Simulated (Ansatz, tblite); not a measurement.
CdSe: GFN1-xTB, run from Python

These are simulated results from tblite 0.8.0, not measurements. The cell was built from a prototype and was relaxed with r2SCAN in plane waves (Ansatz 0.2.0). Not every such cell is a known phase. All runs are without spin polarisation.

The symmetry is Fm-3m (No. 225, cubic); conventional cell a = 5.686 Å, 22.98 Å³ an atom. Cd is surrounded by 6 Se at 2.84 Å; Se is surrounded by 6 Cd at 2.84 Å.

tblite solves periodic systems at the zone centre alone, so the script builds a cluster of 2×2×2 conventional cells (64 atoms), which folds in a coarse mesh of k points.

Input script:

```python
import json
from ase import Atoms
from ase.build import make_supercell
from ase.units import Bohr, GPa, Hartree
from tblite.interface import Calculator

atoms = Atoms(['Cd', 'Se'],
              cell=[[0.0, 2.842946, 2.842946], [2.842946, 0.0, 2.842946], [2.842946, 2.842946, -0.0]],
              scaled_positions=[[0.0, 0.0, 0.0], [0.5, 0.5, 0.5]],
              pbc=True)
cluster = make_supercell(atoms, [[-2, 2, 2], [2, -2, 2], [2, 2, -2]])
calc = Calculator('GFN1-xTB', cluster.numbers, cluster.positions / Bohr, lattice=cluster.cell[:] / Bohr, periodic=cluster.pbc)
calc.set('temperature', 0.02 / Hartree)
calc.set('max-iter', 150)
res = calc.singlepoint()
levels = res.get('orbital-energies') * Hartree
nv = round(res.get('orbital-occupations').sum() / 2)
cells = len(cluster) // len(atoms)
out = {'energy_per_cell': res.get('energy') * Hartree / cells, 'homo': levels[nv - 1], 'lumo': levels[nv],
       'stress': (-res.get('virial') * Hartree / cluster.get_volume() / GPa).tolist(), 'charges': res.get('charges')[:len(atoms)].tolist(), 'electrons': 2 * nv / cells}
json.dump(out, open('results.json', 'w'))
for key, value in out.items():
    print(key, value)
```

Command: `python run.py`. It took 4.8 s on 1 thread of Arm Neoverse N1, with other jobs on the host, peak memory 0.12 GiB.

The log:

```
------------------------------------------------------------
  cycle        total energy    energy error   density error
------------------------------------------------------------
      1     -136.6323369645  -1.3606337E+02   4.4194302E-01
      2     -134.8375146974   1.7948223E+00   2.8312919E-01
      3     -122.7546425384   1.2082872E+01   5.5147666E-01
      4     -137.0761237955  -1.4321481E+01   9.8896655E-02
      5     -137.1944068153  -1.1828302E-01   3.2681925E-02
      6     -137.2118968265  -1.7490011E-02   1.8695456E-02
      7     -137.2139454019  -2.0485754E-03   1.6592561E-02
      8     -137.2208493047  -6.9039028E-03   8.4561141E-04
      9     -137.2208659111  -1.6606467E-05   2.2038197E-04
     10     -137.2208669939  -1.0827072E-06   6.9580674E-05
     11     -137.2208670575  -6.3656131E-08   2.3023385E-05
     12     -137.2208670642  -6.6431767E-09   1.6527325E-05
------------------------------------------------------------

 total:                                   3.857 sec
energy_per_cell -116.68656200878065
homo -9.248955513980883
lumo -9.248955513980285
stress [[1.7243578787691698, 6.502032471136425e-12, -8.312921236994012e-13], [6.5020136070687375e-12, 1.7243578787851503, -1.4416013068547086e-12], [-8.312375439323957e-13, -1.4416326694393465e-12, 1.7243578787835518]]
charges [0.10187286466251089, -0.10190218757027056]
electrons 8.0
```

The cycle table is in hartree for the whole cluster, and the lines after it are in eV (the energy for one cell). The printed stress is in GPa and positive in compression, and the pressure is its mean diagonal.

GFN1-xTB gives no gap at the points read. On the same cell, plane-wave PBE (Ansatz, 8×8×8 k points and the special points) gives no gap (an overlap of 0.44 eV at the points read) and r2SCAN a gap of 0.03 eV; on shared hosts these took about 3.4 and 8.1 core-seconds on the 2-atom cell, against 4.8 for the script.

The same script was run on cells scaled at fixed shape and fractional coordinates:

```tsv
volume (Å³/atom)	energy (meV/atom)	pressure (GPa, positive in compression)	gap (eV)
20.22	115.7	12.87	0.00
21.60	34.1	6.45	0.00
22.98	0.0	1.72	0.00
24.36	1.0	-1.77	0.00
25.73	27.8	-4.31	0.00
```

A Birch-Murnaghan fit puts the minimum at 23.61 Å³/atom, 2.7 % above the given cell, with a bulk modulus of 60.2 GPa at fixed shape.

xTB was fitted mostly to molecules, and a small cluster samples few k points, so gaps, pressures and kinks along a curve can be far from a solid's.

Spin-orbit coupling is left out.
